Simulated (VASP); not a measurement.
Wanted: the native input for a VASP 6.6.1 run.

```
Task                   : single point
Functional             : PBE
Potentials or basis    : VASP PAW PBE potentials, release 64 (C)
Cutoff                 : 520 eV
k mesh                 : 20 × 20 × 20
Occupations            : gaussian, width 0.1 eV
Spin                   : no spin polarisation
Dipole correction      : no
Further INCAR settings : ALGO = Normal; EDIFF = 1e-06; NBANDS = 8
```

The structure of C lies in POSCAR:

```
C
1.0
   -1.4140746251      1.4140746251      1.4140746251
    1.4140746251     -1.4140746251      1.4140746251
    1.4140746251      1.4140746251     -1.4140746251
C
1
Direct
    0.0000000000      0.0000000000      0.0000000000
```

This isn't the form of C at room conditions, which is graphite.

The cell isn't the ideal one: Pb replaced by C, lengths x 0.712, strained and moved within the space group.

One way to write it, as run:

INCAR

```
  PREC = Accurate
  ENCUT = 520
  EDIFF = 1E-6
  ISMEAR = 0
  SIGMA = 0.1
  LREAL = F
  LASPH = T
  NELM = 100
  ALGO = Normal
  ISIF = 2
  LWAVE = F
  LCHARG = F
  GGA = PE
  NBANDS = 8
```

KPOINTS

```
Automatic mesh
0
Gamma
  20 20 20
```

Potentials or basis: VASP PAW PBE potentials, release 64 (C).

Launch:

```bash
$ cat potpaw_PBE.64/C/POTCAR > POTCAR
$ mpirun -np 1 vasp_std > vasp.out
```

Results of the run:

| Quantity | Value |
| --- | --- |
| Pressure | -31.2 GPa |
| Band gap on the k mesh | none (metal or under the smearing width) |

Caveat: the cell as given lies far from equilibrium; so large a pressure means that the cell lies far from this level's equilibrium, or that cutoff or potentials fall short.

It took 9.6 s on 1 thread of Intel(R) Xeon(R) Platinum 8375C CPU @ 2.90GHz (Ice Lake) (shared host), peak memory 0.12 GiB.
